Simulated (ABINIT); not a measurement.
# FeO (Wuestite) (Fm-3m) in ABINIT: a series of runs

Runs on FeO (Wuestite). Level: PBEsol. Tasks: relaxation of cell and atoms, single point.

Everything below comes from runs of ABINIT 10.8.3 (patched build). Logs are shortened: lines on timing, memory, paths and dates and some standing lists are left out, and cuts for length are marked. The log counts tension as positive stress, the text compression.

### Step 1. The crystal as given

Symmetry: Fm-3m, No. 225, cubic system. The conventional cell has a = 4.311 Å, b = 4.311 Å, c = 4.311 Å, α = 90.00°, β = 90.00°, γ = 90.00°. Fe (site symmetry m-3m) has 6 O at 2.16 Å as nearest neighbours. O (site symmetry m-3m) is surrounded by 6 Fe at 2.16 Å.

### Step 2. Relaxation of cell and atoms, PBEsol, collinear spin, ferromagnetic start

The input, run.abi:

```
# Pseudopotentials
pp_dirpath "./"
pseudos "Fe.upf, O.upf"

# Structure
acell 5.7602554485 5.7602554485 5.7602554485
rprim
     0.0000000000     0.7071067812     0.7071067812
     0.7071067812     0.0000000000     0.7071067812
     0.7071067812     0.7071067812     0.0000000000
ntypat 2
znucl 26 8
natom 2
typat 1 2
chkprim 0
chksymtnons 0
tolsym 1.0e-6
xred
            0.0            0.0            0.0
            1/2            1/2            1/2

# Plane-wave basis
ecut 45.0
ecutsm 0.5

# k points
kptopt 1
ngkpt 8 8 8
nshiftk 1
shiftk 0.0 0.0 0.0

# Exchange and correlation
ixc -116133

# Bands and occupations
nband 16
occopt 3
tsmear 0.05 eV

# Spin
nsppol 2
spinat
     0.0000000000     0.0000000000     3.0000000000
     0.0000000000     0.0000000000     0.0000000000

# SCF cycle
nstep 80
tolvrs 1.0e-12

# Output
iomode 3
prteig 0
prtebands 0
prtwf 0
prtden 0

# Relaxation
ionmov 2
optcell 2
ntime 50
tolmxf 2.0e-5
dilatmx 1.08
```

Potentials or basis: PseudoDojo NC SR PBEsol v0.4.1 standard.

Run with:

```bash
> abinit run.abi > log 2>&1
```

run.abo:

```text
.Version 10.8.3 of ABINIT
 Symmetries : space group Fm -3 m (#225); Bravais cF (face-center cubic)
================================================================================
 Values of the parameters that define the memory need of the present run
     intxc =       0    ionmov =       2      iscf =       7    lmnmax =       6
     lnmax =       6     mgfft =      40  mpssoang =       3    mqgrid =    3001
     natom =       2  nloc_mem =       1    nspden =       2   nspinor =       1
    nsppol =       2      nsym =      48    n1xccc =    2501    ntypat =       2
    occopt =       3   xclevel =       2
       mpw =        2477          nfft =       64000          nkpt =          29
================================================================================
================================================================================

--------------------------------------------------------------------------------
------------- Echo of variables that govern the present computation ------------
--------------------------------------------------------------------------------
 -outvars: echo values of preprocessed input variables --------
            acell      5.7602554485E+00  5.7602554485E+00  5.7602554485E+00 Bohr
              amu      5.58470000E+01  1.59994000E+01
          chkprim           0
      chksymtnons           0
          dilatmx      1.08000000E+00
             ecut      4.50000000E+01 Hartree
           ecutsm      5.00000000E-01 Hartree
           ionmov           2
              ixc     -116133
         kptrlatt        8    0    0      0    8    0      0    0    8
          kptrlen      4.60820436E+01
            natom           2
            nband          16
            ngfft          40      40      40
             nkpt          29
           nspden           2
           nsppol           2
            nstep          80
             nsym          48
            ntime          50
           ntypat           2
           occopt           3
          optcell           2
           prtden           0
        prtebands           0
           prteig           0
            prtwf           0
            rprim      0.0000000000E+00  7.0710678120E-01  7.0710678120E-01
                       7.0710678120E-01  0.0000000000E+00  7.0710678120E-01
                       7.0710678120E-01  7.0710678120E-01  0.0000000000E+00
          spgroup         225
           spinat      0.0000000000E+00  0.0000000000E+00  3.0000000000E+00
                       0.0000000000E+00  0.0000000000E+00  0.0000000000E+00
           tolmxf      2.00000000E-05
           tolsym      1.00000000E-06
           tolvrs      1.00000000E-12
           tsmear      1.83746611E-03 Hartree
            typat      1  2
           xangst      0.0000000000E+00  0.0000000000E+00  0.0000000000E+00
                       2.1553999986E+00  2.1553999986E+00  2.1553999986E+00
            xcart      0.0000000000E+00  0.0000000000E+00  0.0000000000E+00
                       4.0731156891E+00  4.0731156891E+00  4.0731156891E+00
             xred      0.0000000000E+00  0.0000000000E+00  0.0000000000E+00
                       5.0000000000E-01  5.0000000000E-01  5.0000000000E-01
            znucl       26.00000    8.00000

================================================================================

 chkinp: Checking input parameters for consistency.

================================================================================
== DATASET  1 ==================================================================

--- !DatasetInfo
iteration_state: {dtset: 1, }
dimensions: {natom: 2, nkpt: 29, mband: 16, nsppol: 2, nspinor: 1, nspden: 2, mpw: 2477, }
cutoff_energies: {ecut:  45.0, pawecutdg:  -1.0, }
electrons: {nelect:   2.20000000E+01, charge:   0.00000000E+00, occopt:   3.00000000E+00, tsmear:   1.83746611E-03, }
meta: {optdriver: 0, ionmov: 2, optcell: 2, iscf: 7, paral_kgb: 0, }
...

 Real(R)+Recip(G) space primitive vectors, cartesian coordinates (Bohr,Bohr^-1):
 R(1)=  0.0000000  4.0731157  4.0731157  G(1)= -0.1227561  0.1227561  0.1227561
 R(2)=  4.0731157  0.0000000  4.0731157  G(2)=  0.1227561 -0.1227561  0.1227561
 R(3)=  4.0731157  4.0731157  0.0000000  G(3)=  0.1227561  0.1227561 -0.1227561
 Unit cell volume ucvol=  1.3514819E+02 bohr^3
 Angles (23,13,12)=  6.00000000E+01  6.00000000E+01  6.00000000E+01 degrees

 getcut: wavevector=  0.0000  0.0000  0.0000  ngfft=  40  40  40
         ecut(hartree)=     52.488   => boxcut(ratio)=   2.12923

--- Pseudopotential description ------------------------------------------------
- pspini: atom type   1  psp file is ./Fe.upf
  26.00000  16.00000  180301                  znucl, zion, pspdat
12 -116133 2 -1 1426                          pspcod,pspxc,lmax,lloc,mmax
     nproj     2     2     2

- pspini: atom type   2  psp file is ./O.upf
   8.00000   6.00000  180301                  znucl, zion, pspdat
12 -116133 2 -1 936                           pspcod,pspxc,lmax,lloc,mmax
     nproj     2     2     1

   4.68094601E+02                                ecore*ucvol(ha*bohr**3)
--------------------------------------------------------------------------------

================================================================================

=== [ionmov= 2] Broyden-Fletcher-Goldfarb-Shanno method (forces)
================================================================================

--- Iteration: ( 1/50) Internal Cycle: (1/1)
--------------------------------------------------------------------------------

---SELF-CONSISTENT-FIELD CONVERGENCE--------------------------------------------

--- !BeginCycle
iteration_state: {dtset: 1, itime: 1, icycle: 1, }
solver: {iscf: 7, nstep: 80, nline: 4, wfoptalg: 0, }
tolerances: {tolvrs: 1.00E-12, }
...
[... 499 lines left out ...]
  0.00000000000000E+00  4.00786147160293E+00  4.00786147160293E+00
  4.00786147160293E+00  0.00000000000000E+00  4.00786147160293E+00
  4.00786147160293E+00  4.00786147160293E+00  0.00000000000000E+00
 Unitary Cell Volume (ucvol) [Bohr^3]=  1.28756185511260E+02
 Angles (23,13,12)= [degrees]
  6.00000000000000E+01  6.00000000000000E+01  6.00000000000000E+01
 Lengths [Bohr]
  5.66797204925345E+00  5.66797204925345E+00  5.66797204925345E+00
 Stress tensor in cartesian coordinates (strten) [Ha/bohr^3]
  1.64600844412832E-09  0.00000000000000E+00  0.00000000000000E+00
  0.00000000000000E+00  1.64600845453666E-09  0.00000000000000E+00
  0.00000000000000E+00  0.00000000000000E+00  1.64600846147556E-09
 Total energy (etotal) [Ha]= -1.41688912074819E+02

 Difference of energy with previous step (new-old):
           Absolute (Ha)=-1.56237E-09
           Relative     =-1.10268E-11

 At Broyd/MD step   5, gradients are converged :
  max grad (force/stress) = 1.6460E-07 < tolmxf= 2.0000E-05 ha/bohr (free atoms)

================================================================================

 ----iterations are completed or convergence reached----

 Mean square residual over all n,k,spin=   76.043E-19; max=  67.695E-18
 reduced coordinates (array xred) for    2 atoms
       0.000000000000      0.000000000000      0.000000000000
       0.500000000000      0.500000000000      0.500000000000
 rms dE/dt=  0.0000E+00; max dE/dt=  0.0000E+00; dE/dt below (all hartree)
    1       0.000000000000      0.000000000000      0.000000000000
    2       0.000000000000      0.000000000000      0.000000000000

 cartesian coordinates (angstrom) at end:
    1      0.00000000000000     0.00000000000000     0.00000000000000
    2      2.12086895378961     2.12086895378961     2.12086895378961

 cartesian forces (hartree/bohr) at end:
    1     -0.00000000000000    -0.00000000000000    -0.00000000000000
    2     -0.00000000000000    -0.00000000000000    -0.00000000000000
 frms,max,avg= 0.0000000E+00 0.0000000E+00   0.000E+00  0.000E+00  0.000E+00 h/b

 cartesian forces (eV/Angstrom) at end:
    1     -0.00000000000000    -0.00000000000000    -0.00000000000000
    2     -0.00000000000000    -0.00000000000000    -0.00000000000000
 frms,max,avg= 0.0000000E+00 0.0000000E+00   0.000E+00  0.000E+00  0.000E+00 e/A
 length scales=  5.667972049253  5.667972049253  5.667972049253 bohr
              =  2.999361638465  2.999361638465  2.999361638465 angstroms
 Fermi (or HOMO) energy (hartree) =   0.40442   Average Vxc (hartree)=  -0.48385
 Magnetization (Bohr magneton)=  3.99999961E+00
 Total spin up =  1.29999998E+01   Total spin down =  9.00000019E+00
 Eigenvalues (hartree) for nkpt=  29  k points, SPIN UP:
 kpt#   1, nband= 16, wtk=  0.00195, kpt=  0.0000  0.0000  0.0000 (reduced coord)
  -2.88680   -1.64725   -1.64725   -1.64725   -0.37364    0.25182    0.25182    0.25182
   0.25323    0.25323    0.25323    0.26181    0.26181    0.41143    0.96040    1.03394
      occupation numbers for kpt#   1
   1.00000    1.00000    1.00000    1.00000    1.00000    1.00000    1.00000    1.00000
   1.00000    1.00000    1.00000    1.00000    1.00000    0.02155    0.00000    0.00000
 prteigrs : prtvol=0 or 1, do not print more k-points.

 Eigenvalues (hartree) for nkpt=  29  k points, SPIN DOWN:
 kpt#   1, nband= 16, wtk=  0.00195, kpt=  0.0000  0.0000  0.0000 (reduced coord)
  -2.74553   -1.50004   -1.50004   -1.50004   -0.35284    0.27446    0.27446    0.27446
   0.37428    0.37428    0.37428    0.40916    0.40916    0.43920    0.96180    1.07186
      occupation numbers for kpt#   1
   1.00000    1.00000    1.00000    1.00000    1.00000    1.00000    1.00000    1.00000
   1.00000    1.00000    1.00000    0.07038    0.07038    0.00000    0.00000    0.00000
 prteigrs : prtvol=0 or 1, do not print more k-points.

--- !EnergyTerms
iteration_state     : {dtset: 1, itime: 5, icycle: 1, }
comment             : Components of total free energy in Hartree
kinetic             :  6.90087514320815E+01
hartree             :  3.66192695866278E+01
xc                  : -2.18095959358588E+01
Ewald energy        : -9.65607500720842E+01
psp_core            :  3.63551156154204E+00
local_psp           : -1.22665959027029E+02
non_local_psp       : -9.91568829200586E+00
internal            : -1.41688460746727E+02
'-kT*entropy'       : -4.51328092250965E-04
total_energy        : -1.41688912074819E+02
total_energy_eV     : -3.85555171324074E+03
band_energy         : -1.28315189629065E+01
...

 Cartesian components of stress tensor (hartree/bohr^3)
  sigma(1 1)=  1.64600844E-09  sigma(3 2)=  0.00000000E+00
  sigma(2 2)=  1.64600845E-09  sigma(3 1)=  0.00000000E+00
  sigma(3 3)=  1.64600846E-09  sigma(2 1)=  0.00000000E+00

-Cartesian components of stress tensor (GPa)         [Pressure= -4.8427E-05 GPa]
- sigma(1 1)=  4.84272404E-05  sigma(3 2)=  0.00000000E+00
- sigma(2 2)=  4.84272407E-05  sigma(3 1)=  0.00000000E+00
- sigma(3 3)=  4.84272409E-05  sigma(2 1)=  0.00000000E+00

== END DATASET(S) ==============================================================
================================================================================

 -outvars: echo values of variables after computation  --------
            acell      5.6679720493E+00  5.6679720493E+00  5.6679720493E+00 Bohr
           etotal     -1.4168891207E+02
            fcart     -0.0000000000E+00 -0.0000000000E+00 -0.0000000000E+00
                      -0.0000000000E+00 -0.0000000000E+00 -0.0000000000E+00
            rprim      0.0000000000E+00  7.0710678119E-01  7.0710678119E-01
                       7.0710678119E-01  0.0000000000E+00  7.0710678119E-01
                       7.0710678119E-01  7.0710678119E-01  0.0000000000E+00
           strten      1.6460084441E-09  1.6460084545E-09  1.6460084615E-09
                       0.0000000000E+00  0.0000000000E+00  0.0000000000E+00
           xangst      0.0000000000E+00  0.0000000000E+00  0.0000000000E+00
                       2.1208689538E+00  2.1208689538E+00  2.1208689538E+00
             xred      0.0000000000E+00  0.0000000000E+00  0.0000000000E+00
                       5.0000000000E-01  5.0000000000E-01  5.0000000000E-01
 Calculation completed.
```

Run time: 6.2 min. Hardware: 1 thread of Intel Xeon Platinum 8375C at 2.90GHz (Ice Lake), shared host; peak memory 0.12 GiB.

Results:

```
Free energy                            : -3855.5517 eV
Relaxed volume                         : 9.54 Å³/atom
Relaxed cell                           : a = 2.999 Å, b = 2.999 Å, c = 2.999 Å, α = 60.00°, β = 60.00°, γ = 60.00°
Space group after relaxing (to 0.05 Å) : Fm-3m (No. 225)
Energy gained by relaxing              : 14.0 meV/atom
Ionic steps                            : 5
Pressure after relaxing                : 0.0 GPa
Band gap on the k mesh                 : none (metal or under the smearing width)
Net moment                             : 4.00 μB per cell
Site moments                           : Fe +3.54; O +0.35 μB
```

The path:
| step | energy change (eV) | largest force (eV/Å) | pressure (GPa) | volume (Å³) |
| --- | --- | --- | --- | --- |
| 1 | 0.0000 | 0.0000 | -9.03 | 20.03 |
| 2 | -0.0227 | 0.0000 | -4.13 | 19.48 |
| 3 | -0.0279 | 0.0000 | 0.36 | 19.05 |
| 4 | -0.0280 | 0.0000 | -0.01 | 19.08 |
| 5 | -0.0280 | 0.0000 | 0.00 | 19.08 |

Final structure:
```
Fe O
1.0
     0.00000    2.12087    2.12087
     2.12087    0.00000    2.12087
     2.12087    2.12087    0.00000
Fe O
1 1
Direct
  0.00000 0.00000 0.00000
  0.50000 0.50000 0.50000
```

Caveat: a cell with one magnetic atom can't hold antiferromagnetic order, which such compounds often take; semilocal functionals often make such compounds metallic where correlation or magnetic order opens a gap, which also shifts bond lengths. With open d or f shells a metallic result of PBEsol can be an artefact of self-interaction; +U or a hybrid may open a gap.

### Step 3. Single point, PBEsol, collinear spin, ferromagnetic start (cell relaxed)

The input, run.abi:

```
# Pseudopotentials
pp_dirpath "./"
pseudos "Fe.upf, O.upf"

# Structure
acell 3*1.0 Angstrom
rprim
     0.0000000000     2.1208689600     2.1208689600
     2.1208689600     0.0000000000     2.1208689600
     2.1208689600     2.1208689600     0.0000000000
ntypat 2
znucl 26 8
natom 2
typat 1 2
xred
     0.0000000000     0.0000000000     0.0000000000
     0.5000000000     0.5000000000     0.5000000000
chkprim 0
chksymtnons 0
tolsym 1.0e-6

# Plane-wave basis
ecut 45.0

# k points
kptopt 1
ngkpt 8 8 8
nshiftk 1
shiftk 0.0 0.0 0.0

# Exchange and correlation
ixc -116133

# Bands and occupations
nband 16
occopt 3
tsmear 0.00183747

# Spin
nsppol 2
spinat
     0.0000000000     0.0000000000     3.0000000000
     0.0000000000     0.0000000000     0.0000000000

# SCF cycle
nstep 100
tolvrs 1.0e-10

# Output
iomode 3
prtwf 0
prteig 0
prtebands 0
prtden 1
prtvha 1
prtvclmb 1
prtpot 1
```

Potentials or basis: PseudoDojo NC SR PBEsol v0.4.1 standard.

Run with:

```bash
> abinit run.abi > log 2>&1
```

Wall time 64 s (1 thread of Intel Xeon Platinum 8375C at 2.90GHz (Ice Lake), shared host); peak memory 0.1 GiB.

The run converged. Its results:

```
Free energy                                           : -3855.5518 eV
Pressure                                              : -0.1 GPa
Band gap on the k mesh                                : none (metal or under the smearing width)
Net moment                                            : 4.00 μB per cell
Site moments                                          : Fe +3.54; O +0.35 μB
Valence electrons inside the program's atomic spheres : Fe 13.92; O 6.25
```

Levels at points of the mesh, in eV from the Fermi level:
Spin up:
```csv
k point,band 9,band 10,band 11,band 12,band 13,band 14,band 15,band 16
"(0.00, 0.00, 0.00)",-4.11,-4.11,-4.11,-3.88,-3.88,0.19,15.13,17.13
"(0.50, 0.00, 0.00)",-3.21,-3.21,-2.61,-0.34,-0.34,3.95,8.74,12.63
"(0.50, 0.50, 0.00)",-5.14,-3.45,-2.91,-2.91,-2.85,5.46,8.79,10.73
```
Spin down:
```csv
k point,band 5,band 6,band 7,band 8,band 9,band 10,band 11,band 12,band 13,band 14
"(0.00, 0.00, 0.00)",-20.61,-3.54,-3.54,-3.54,-0.82,-0.82,-0.82,0.13,0.13,0.95
"(0.50, 0.00, 0.00)",-19.24,-8.58,-5.56,-5.56,0.45,0.45,0.66,2.95,2.95,4.43
"(0.50, 0.50, 0.00)",-19.26,-7.39,-4.78,-4.78,-2.38,0.73,0.84,0.84,1.25,6.67
```

Caveat: a cell with one magnetic atom can't hold antiferromagnetic order, which such compounds often take; semilocal functionals often make such compounds metallic where correlation or magnetic order opens a gap, which also shifts bond lengths.
